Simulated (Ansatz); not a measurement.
## Clamped-ion strain scan in Se

These are results of Ansatz 0.2.0, DFT PBE+D3(BJ), scalar-relativistic, plane waves, PAW, not measurements. Settings: plane waves to 420 eV, k-mesh 20×20×20 (Γ-centred), Gaussian smearing 0.15 eV. No spin polarisation. Energies are free energies at this smearing, counted from the undisturbed cell; pressure is positive in compression.

Zero of the scan (as given, not relaxed at this level; it stands at -1.2 GPa; this bcc form isn't the usual structure):

```
Se
1.0
    -1.70345    1.70345    1.70345
     1.70345   -1.70345    1.70345
     1.70345    1.70345   -1.70345
Se
1
Direct
  0.00000 0.00000 0.00000
```

The cell is strained by ε times the Voigt pattern (0, 1, 0, 0, 0, 0) (xx, yy, zz, yz, xz, xy; engineering shear) with fractional coordinates fixed. The cell is metallic on the mesh throughout.

| ε | ΔE (meV/atom) | stress summed along the pattern (GPa, tension positive) | pressure (GPa) |
| --- | --- | --- | --- |
| -0.1500 | 199.6 | -25.52 | 17.4 |
| -0.1125 | 101.6 | ? | ? |
| -0.0750 | 38.6 | ? | ? |
| 0.0000 | 0.0 | 1.17 | -1.2 |
| 0.0375 | 15.9 | 5.57 | -3.7 |
| 0.0750 | 49.9 | 8.90 | -5.7 |
| 0.1125 | 96.9 | 11.32 | -7.3 |
| 0.1500 | 153.8 | 13.14 | -8.5 |

Task: Give the withheld values.

Result: stress summed along the pattern (GPa, tension positive) at ε = -0.1125: -17.18; pressure (GPa) at ε = -0.1125: 10.9; stress summed along the pattern (GPa, tension positive) at ε = -0.0750: -10.07; pressure (GPa) at ε = -0.0750: 5.9.